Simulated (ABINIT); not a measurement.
# Sn (Im-3m) in ABINIT: reference runs

How does Sn come out in PBE? The cell is run as given and disturbed.

Program: ABINIT 10.8.3 (patched build). These are calculated values, not measurements. Logs are shortened: lines on timing, memory, paths and dates and some standing lists are left out, and cuts for length are marked. The log counts tension as positive stress, the text compression.

**1. Starting point**

The structure is cubic, space group Im-3m (No. 229). Conventional cell: a = 3.789 Å, b = 3.789 Å, c = 3.789 Å, α = 90.00°, β = 90.00°, γ = 90.00°. Sn (site symmetry m-3m) is surrounded by 8 Sn at 3.28 Å.

This isn't the form of Sn at room conditions, which is tetragonal (white tin).

**2. Single point, PBE**

Input file run.abi:

```
# Pseudopotentials
pp_dirpath "./"
pseudos "Sn.GGA_PBE-JTH.xml"

# Structure
acell 3.2816332135 3.2816332135 3.2816332135 Angstrom
rprim
    -0.5773502692     0.5773502692     0.5773502692
     0.5773502692    -0.5773502692     0.5773502692
     0.5773502692     0.5773502692    -0.5773502692
ntypat 1
znucl 50
natom 1
typat 1
xred
     0.0000000000     0.0000000000     0.0000000000

# Plane-wave basis
ecut 22.0
pawecutdg 44.0
pawxcdev 0

# k points
kptopt 1
ngkpt 10 10 10
nshiftk 1
shiftk 0.0 0.0 0.0

# Exchange and correlation
ixc 11

# Bands and occupations
nband 11
occopt 3
tsmear 0.05 eV

# SCF cycle
nstep 100
tolvrs 1.0e-9

# Output
iomode 3
prtwf 0
prteig 0
prtebands 0
prtden 1
prtvha 1
prtvclmb 1
prtpot 1
```

Potentials or basis: JTH PAW PBE v2.0.

On the command line:

```sh
$ abinit run.abi > log 2>&1
```

run.abo:

```text
.Version 10.8.3 of ABINIT
 Symmetries : space group Im -3 m (#229); Bravais cI (body-center cubic)
================================================================================
 Values of the parameters that define the memory need of the present run
     intxc =       0    ionmov =       0      iscf =      17    lmnmax =      18
     lnmax =       6     mgfft =      30  mpssoang =       3    mqgrid =    3001
     natom =       1  nloc_mem =       2    nspden =       1   nspinor =       1
    nsppol =       1      nsym =      48    n1xccc =       1    ntypat =       1
    occopt =       3   xclevel =       2
       mpw =         929          nfft =       27000          nkpt =          47
 PAW method is used; the additional fine FFT grid is defined by:
   mgfftf=        40    nfftf =     64000
================================================================================
================================================================================

--------------------------------------------------------------------------------
------------- Echo of variables that govern the present computation ------------
--------------------------------------------------------------------------------
 -outvars: echo values of preprocessed input variables --------
            acell      6.2013880192E+00  6.2013880192E+00  6.2013880192E+00 Bohr
              amu      1.18710000E+02
             ecut      2.20000000E+01 Hartree
              ixc          11
         kptrlatt       10    0    0      0   10    0      0    0   10
          kptrlen      6.20138802E+01
            natom           1
            nband          11
            ngfft          30      30      30
          ngfftdg          40      40      40
             nkpt          47
            nstep         100
             nsym          48
           ntypat           1
           occopt           3
        pawecutdg      4.40000000E+01 Hartree
         pawxcdev           0
        prtebands           0
           prteig           0
           prtpot           1
         prtvclmb           1
           prtvha           1
            prtwf           0
            rprim     -5.7735026920E-01  5.7735026920E-01  5.7735026920E-01
                       5.7735026920E-01 -5.7735026920E-01  5.7735026920E-01
                       5.7735026920E-01  5.7735026920E-01 -5.7735026920E-01
          spgroup         229
           tolvrs      1.00000000E-09
           tsmear      1.83746611E-03 Hartree
            typat      1
           useylm           1
            znucl       50.00000

================================================================================

 chkinp: Checking input parameters for consistency.

================================================================================
== DATASET  1 ==================================================================

--- !DatasetInfo
iteration_state: {dtset: 1, }
dimensions: {natom: 1, nkpt: 47, mband: 11, nsppol: 1, nspinor: 1, nspden: 1, mpw: 929, }
cutoff_energies: {ecut:  22.0, pawecutdg:  44.0, }
electrons: {nelect:   1.40000000E+01, charge:   0.00000000E+00, occopt:   3.00000000E+00, tsmear:   1.83746611E-03, }
meta: {optdriver: 0, ionmov: 0, optcell: 0, iscf: 17, paral_kgb: 0, }
...

 Exchange-correlation functional for the present dataset will be:
  GGA: Perdew-Burke-Ernzerhof functional - ixc=11
  J.P.Perdew, K.Burke, M.Ernzerhof, PRL 77, 3865 (1996)

 Real(R)+Recip(G) space primitive vectors, cartesian coordinates (Bohr,Bohr^-1):
 R(1)= -3.5803730  3.5803730  3.5803730  G(1)=  0.0000000  0.1396503  0.1396503
 R(2)=  3.5803730 -3.5803730  3.5803730  G(2)=  0.1396503  0.0000000  0.1396503
 R(3)=  3.5803730  3.5803730 -3.5803730  G(3)=  0.1396503  0.1396503  0.0000000
 Unit cell volume ucvol=  1.8358823E+02 bohr^3
 Angles (23,13,12)=  1.09471221E+02  1.09471221E+02  1.09471221E+02 degrees

 Coarse grid specifications (used for wave-functions):

 getcut: wavevector=  0.0000  0.0000  0.0000  ngfft=  30  30  30
         ecut(hartree)=     22.000   => boxcut(ratio)=   2.29116

 getcut : COMMENT -
  Note that boxcut > 2.2 ; recall that boxcut=Gcut(box)/Gcut(sphere) = 2
  is sufficient for exact treatment of convolution.
  Such a large boxcut is a waste : you could raise ecut
  e.g. ecut=   28.871840 Hartrees makes boxcut=2

 Fine grid specifications (used for densities):

 getcut: wavevector=  0.0000  0.0000  0.0000  ngfft=  40  40  40
         ecut(hartree)=     44.000   => boxcut(ratio)=   2.16148

--- Pseudopotential description ------------------------------------------------
- pspini: atom type   1  psp file is ./Sn.GGA_PBE-JTH.xml
 Pseudopotential format is: paw10
 basis_size (lnmax)=  6 (lmn_size= 18), orbitals=   0   0   1   1   2   2
 Spheres core radius: rc_sph= 2.51086398
 Shapefunction is BESSEL type: shapef(r,l)=aa(1,l)*jl(q(1,l)*r)+aa(2,l)*jl(q(2,l)*r)
 Radius for shape functions =  1.40702157
 Compensation charge density is not taken into account in XC energy/potential

   3.60098397E+02                                ecore*ucvol(ha*bohr**3)
--------------------------------------------------------------------------------

[... 7 lines left out ...]

     iter   Etot(hartree)      deltaE(h)  residm     nres2
 ETOT  1  -69.642805778790    -6.964E+01 4.698E-01 4.251E-01
 ETOT  2  -69.711084875572    -6.828E-02 1.878E-02 9.228E-02
 ETOT  3  -69.710995356345     8.952E-05 9.120E-03 1.575E-02
 ETOT  4  -69.710989523098     5.833E-06 3.331E-03 2.976E-04
 ETOT  5  -69.710989203848     3.193E-07 1.492E-03 7.554E-07
 ETOT  6  -69.710989208699    -4.851E-09 2.400E-04 5.470E-08
 ETOT  7  -69.710989208949    -2.502E-10 2.313E-04 2.683E-09
 ETOT  8  -69.710989208959    -9.820E-12 7.260E-05 9.814E-11

 At SCF step    8       nres2   =  9.81E-11 < tolvrs=  1.00E-09 =>converged.

 Cartesian components of stress tensor (hartree/bohr^3)
  sigma(1 1)= -2.18301526E-05  sigma(3 2)=  0.00000000E+00
  sigma(2 2)= -2.18301526E-05  sigma(3 1)=  0.00000000E+00
  sigma(3 3)= -2.18301526E-05  sigma(2 1)=  0.00000000E+00

--- !ResultsGS
iteration_state: {dtset: 1, }
comment   : Summary of ground state results
lattice_vectors:
- [ -3.5803730,   3.5803730,   3.5803730, ]
- [  3.5803730,  -3.5803730,   3.5803730, ]
- [  3.5803730,   3.5803730,  -3.5803730, ]
lattice_lengths: [   6.20139,    6.20139,    6.20139, ]
lattice_angles: [109.471, 109.471, 109.471, ] # degrees, (23, 13, 12)
lattice_volume:   1.8358823E+02
convergence: {deltae: -9.820E-12, res2:  9.814E-11, residm:  7.260E-05, diffor: null, }
etotal    :  -6.97109892E+01
entropy   :   0.00000000E+00
fermie    :   2.38828447E-01
cartesian_stress_tensor: # hartree/bohr^3
- [ -2.18301526E-05,   0.00000000E+00,   0.00000000E+00, ]
- [  0.00000000E+00,  -2.18301526E-05,   0.00000000E+00, ]
- [  0.00000000E+00,   0.00000000E+00,  -2.18301526E-05, ]
pressure_GPa:   6.4227E-01
xred      :
- [  0.0000E+00,   0.0000E+00,   0.0000E+00, Sn]
cartesian_forces: # hartree/bohr
- [ -0.00000000E+00,  -0.00000000E+00,  -0.00000000E+00, ]
force_length_stats: {min:   0.00000000E+00, max:   0.00000000E+00, mean:   0.00000000E+00, }
...

 Integrated electronic density in atomic spheres:
 ------------------------------------------------
 Atom  Sphere_radius  Integrated_density
    1        2.51086         11.84019591

================================================================================

 ----iterations are completed or convergence reached----

 Mean square residual over all n,k,spin=   32.067E-08; max=  72.600E-06
 reduced coordinates (array xred) for    1 atoms
       0.000000000000      0.000000000000      0.000000000000
 rms dE/dt=  0.0000E+00; max dE/dt=  0.0000E+00; dE/dt below (all hartree)
    1       0.000000000000      0.000000000000      0.000000000000

 cartesian coordinates (angstrom) at end:
    1      0.00000000000000     0.00000000000000     0.00000000000000

 cartesian forces (hartree/bohr) at end:
    1     -0.00000000000000    -0.00000000000000    -0.00000000000000
 frms,max,avg= 0.0000000E+00 0.0000000E+00   0.000E+00  0.000E+00  0.000E+00 h/b

 cartesian forces (eV/Angstrom) at end:
    1     -0.00000000000000    -0.00000000000000    -0.00000000000000
 frms,max,avg= 0.0000000E+00 0.0000000E+00   0.000E+00  0.000E+00  0.000E+00 e/A
 length scales=  6.201388019198  6.201388019198  6.201388019198 bohr
              =  3.281633213500  3.281633213500  3.281633213500 angstroms
 Fermi (or HOMO) energy (hartree) =   0.23883   Average Vxc (hartree)=  -0.37770
 Eigenvalues (hartree) for nkpt=  47  k points:
 kpt#   1, nband= 11, wtk=  0.00100, kpt=  0.0000  0.0000  0.0000 (reduced coord)
  -0.55273   -0.55273   -0.55273   -0.54771   -0.54771   -0.16741    0.53207    0.53207
   0.53207    0.68845    0.68875
      occupation numbers for kpt#   1
   2.00000    2.00000    2.00000    2.00000    2.00000    2.00000    0.00000    0.00000
   0.00000    0.00000    0.00000
 prteigrs : prtvol=0 or 1, do not print more k-points.

--- !EnergyTerms
iteration_state     : {dtset: 1, }
comment             : Components of total free energy in Hartree
kinetic             :  1.16997332647583E+01
hartree             :  2.38891555916008E+01
xc                  : -6.86783577424107E+00
Ewald energy        : -4.98055473324389E+01
psp_core            :  1.96144602293722E+00
local_psp           : -6.62535984572115E+01
PAW spherical_terms :  1.56659221673315E+01
internal            : -6.97107245172637E+01
'-kT*entropy'       : -2.67797180072043E-04
total_energy        : -6.97109923144438E+01
total_energy_eV     : -1.89693273745894E+03
...

--- !EnergyTermsDC
iteration_state     : {dtset: 1, }
comment             : '"Double-counting" decomposition of free energy'
band_energy         : -5.20459942523652E+00
Ewald energy        : -4.98055473324389E+01
psp_core            :  1.96144602293722E+00
xc_dc               : -2.62025365367007E+01
PAW spherical_terms :  9.54051585965968E+00
internal            : -6.97107214117792E+01
'-kT*entropy'       : -2.67797180072043E-04
total_energy_dc     : -6.97109892089593E+01
total_energy_dc_eV  : -1.89693265295441E+03
...

--- !EnergyTermsWithPAWCore
iteration_state     : {dtset: 1, }
comment             : 'Components of total free energy, including PAW core contributions'
Total energy        : -6.17733575934105E+03
Total energy DC     : -6.17733575623556E+03
Total energy (eV)   : -1.68093869318540E+05
Total energy DC (eV): -1.68093869234035E+05
...

 Cartesian components of stress tensor (hartree/bohr^3)
  sigma(1 1)= -2.18301526E-05  sigma(3 2)=  0.00000000E+00
  sigma(2 2)= -2.18301526E-05  sigma(3 1)=  0.00000000E+00
  sigma(3 3)= -2.18301526E-05  sigma(2 1)=  0.00000000E+00

-Cartesian components of stress tensor (GPa)         [Pressure=  6.4227E-01 GPa]
- sigma(1 1)= -6.42265263E-01  sigma(3 2)=  0.00000000E+00
- sigma(2 2)= -6.42265263E-01  sigma(3 1)=  0.00000000E+00
- sigma(3 3)= -6.42265263E-01  sigma(2 1)=  0.00000000E+00

== END DATASET(S) ==============================================================
================================================================================

 -outvars: echo values of variables after computation  --------
            acell      6.2013880192E+00  6.2013880192E+00  6.2013880192E+00 Bohr
           etotal     -6.9710989209E+01
            fcart     -0.0000000000E+00 -0.0000000000E+00 -0.0000000000E+00
            rprim     -5.7735026920E-01  5.7735026920E-01  5.7735026920E-01
                       5.7735026920E-01 -5.7735026920E-01  5.7735026920E-01
                       5.7735026920E-01  5.7735026920E-01 -5.7735026920E-01
           strten     -2.1830152590E-05 -2.1830152590E-05 -2.1830152590E-05
                       0.0000000000E+00  0.0000000000E+00  0.0000000000E+00
 Calculation completed.
```

It took 17 s on 1 thread of Intel Xeon Platinum 8259CL at 2.50GHz (Skylake/Cascade Lake), shared host; peak memory 0.11 GiB.

What came out:

| Item | Value |
| --- | --- |
| Free energy | -1896.9327 eV |
| Pressure | 0.6 GPa |
| Band gap on the k mesh | none (metal or under the smearing width) |
| Valence electrons inside the program's atomic spheres | Sn 11.84 (radii [1.3287] Å) |

Levels at points of the mesh, in eV from the Fermi level:
| k point | band 5 | band 6 | band 7 | band 8 | band 9 | band 10 |
| --- | --- | --- | --- | --- | --- | --- |
| (0.00, 0.00, 0.00) | -21.40 | -11.05 | 7.98 | 7.98 | 7.98 | 12.23 |
| (0.50, 0.00, 0.00) | -21.32 | -6.38 | -4.39 | 3.63 | 5.47 | 7.98 |
| (0.50, 0.50, 0.50) | -21.34 | -2.46 | -0.45 | -0.45 | -0.45 | 3.88 |

**3. Single point, PBE (cell strained at random at fixed volume)**

Input file run.abi:

```
# Pseudopotentials
pp_dirpath "./"
pseudos "Sn.GGA_PBE-JTH.xml"

# Structure
acell 3*1.0 Angstrom
rprim
    -1.8779300000     1.8983980000     1.9102480000
     1.8946180000    -1.8698070000     1.8983450000
     1.8874050000     1.8792820000    -1.8816570000
ntypat 1
znucl 50
natom 1
typat 1
xred
     0.0096000000     0.0063090000    -0.0032590000
chkprim 0
chksymtnons 0
tolsym 1.0e-6

# Plane-wave basis
ecut 598.650497 eV
pawecutdg 44.0
pawxcdev 0

# k points
kptopt 1
ngkpt 10 10 10
nshiftk 1
shiftk 0.0 0.0 0.0

# Exchange and correlation
ixc 11

# Bands and occupations
nband 11
occopt 3
tsmear 0.05 eV

# SCF cycle
nstep 100
tolvrs 1.0e-9

# Output
iomode 3
prtwf 0
prtden 0
prteig 0
prtebands 0
enunit 1
```

Potentials or basis: JTH PAW PBE v2.0.

On the command line:

```sh
$ abinit run.abi > log 2>&1
```

It took 2.3 min on 1 thread of Intel Xeon Platinum 8259CL at 2.50GHz (Skylake/Cascade Lake), shared host; peak memory 0.29 GiB.

The run converged. Its results:

* Free energy: -1896.9328 eV
* Pressure: 0.7 GPa
* Band gap on the k mesh: none (metal or under the smearing width)
* Valence electrons inside the program's atomic spheres: Sn 11.84 (radii [1.3287] Å)

Stress tensor (GPa, compression positive):
```
0.56 0.15 0.15
0.15 0.51 0.15
0.15 0.15 1.07
```

Levels at points of the mesh, in eV from the Fermi level:
| k point | band 4 | band 5 | band 6 | band 7 | band 8 | band 9 | band 10 | band 11 |
| --- | --- | --- | --- | --- | --- | --- | --- | --- |
| (0.00, 0.00, 0.00) | -21.40 | -21.39 | -11.05 | 7.80 | 8.03 | 8.12 | 12.13 | 12.27 |
| (0.50, 0.00, 0.00) | -21.40 | -21.32 | -6.51 | -4.42 | 3.77 | 5.56 | 8.12 | 8.37 |
| (0.00, 0.50, 0.00) | -21.40 | -21.31 | -6.46 | -4.41 | 3.73 | 5.56 | 8.06 | 8.40 |
| (0.50, 0.50, 0.00) | -21.40 | -21.31 | -6.30 | -4.36 | 3.51 | 5.40 | 7.74 | 8.32 |
| (0.00, 0.00, 0.50) | -21.40 | -21.31 | -6.38 | -4.38 | 3.61 | 5.41 | 7.93 | 8.24 |
| (0.50, 0.00, 0.50) | -21.40 | -21.31 | -6.33 | -4.38 | 3.59 | 5.52 | 7.87 | 8.41 |
| (0.00, 0.50, 0.50) | -21.40 | -21.31 | -6.27 | -4.36 | 3.54 | 5.47 | 7.86 | 8.32 |
| (0.50, 0.50, 0.50) | -21.33 | -21.33 | -2.45 | -0.57 | -0.42 | -0.34 | 3.86 | 3.93 |
